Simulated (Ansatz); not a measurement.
Space group Pnma (No. 62). a = 11.482 Å, b = 4.168 Å, c = 4.386 Å, α = 90.00°, β = 90.00°, γ = 90.00°
```tsv
atom	site	symmetry	x	y	z
Sn	4c	.m.	0.1176	0.2500	0.0953
Se	4c	.m.	0.3570	0.2500	0.0230
```

Equation of state of this SnSe structure (not necessarily the ground state), with shape and atoms relaxed at each volume where symmetry leaves them free. Method: DFT PBE+D3(BJ), scalar-relativistic, plane waves, PAW in Ansatz.

Cutoff 420 eV; k points 4×8×8 on the computed 8-atom cell (Γ-centred); Gaussian smearing, width 0.02 eV; no spin polarisation.

```tsv
V (Å³/atom)	E − E(largest V) (meV/atom)	P (GPa)	gap on mesh (eV)
23.087	39.13	6.44	0.00
23.874	12.54	4.39	0.16
24.661	-4.50	2.62	0.30
25.448	-13.67	1.17	0.44
26.236	-16.47	0.00	0.57
27.023	-14.22	-0.91	0.65
27.810	-8.47	-1.40	0.68
28.859	0.00	-0.97	0.72
```

Question: Fit a third-order Birch–Murnaghan equation to E(V).

Answer: V0 = 26.27 Å³/atom, B0 = 29 GPa, B0' = 9.9. B0' is unusual or poorly fixed by this range.